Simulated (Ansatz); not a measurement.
# Si under changes of volume

One of the cells (20.165 Å³/atom); the others are scaled copies at fixed shape and fractional positions:

```xyz
2
Lattice="0.0000 2.7219 2.7219 2.7219 0.0000 2.7219 2.7219 2.7219 0.0000" Properties=species:S:1:pos:R:3 pbc="T T T"
Si    2.7219    2.7219    2.7219
Si    4.0828    4.0828    4.0828
```

| Property | Result |
| --- | --- |
| Program | Ansatz 0.2.0 |
| Functional | PBE |
| Potentials or basis | PseudoDojo standard (PBE files) |
| Cutoff | 490 eV |
| Density cutoff | 1959 eV |
| k mesh | 8 × 8 × 8 |
| Occupations | fermi-dirac, width 0.05 eV |
| Spin | no spin polarisation |

| volume (Å³/atom) | energy over the lowest point (meV/atom) | pressure (GPa) | gap on the mesh (eV) |
| --- | --- | --- | --- |
| 18.955 | ? | ? | ? |
| 19.358 | 17.47 | 5.4 | 0.56 |
| 19.761 | 6.57 | 3.2 | 0.59 |
| 20.165 | 0.92 | 1.3 | 0.62 |
| 20.568 | 0.00 | -0.5 | 0.66 |
| 20.971 | 3.34 | -2.1 | 0.69 |
| 21.375 | 10.51 | -3.6 | 0.71 |

Problem. What does the run at 18.955 Å³/atom give?

Solution. Energy over the lowest point 34.17 meV/atom; pressure 7.9 GPa; gap on the mesh 0.52 eV.

Worked out: A Birch-Murnaghan fit of order 3 (a polynomial in V^(-2/3)) to the other rows has its minimum at 20.45 Å³/atom with B0 = V·E''(V) = 88 GPa and B' = 4.4. It gives 34.22 meV/atom at 18.955 Å³/atom, against the run's 34.17, and -dE/dV = 7.9 GPa, against 7.9. A straight line through the other rows of the gap, of slope 1.57 eV per unit of ln V, extrapolates to 0.53 eV, against the run's 0.52.

Energies are extrapolated to zero smearing.

A mesh can miss the band edges.
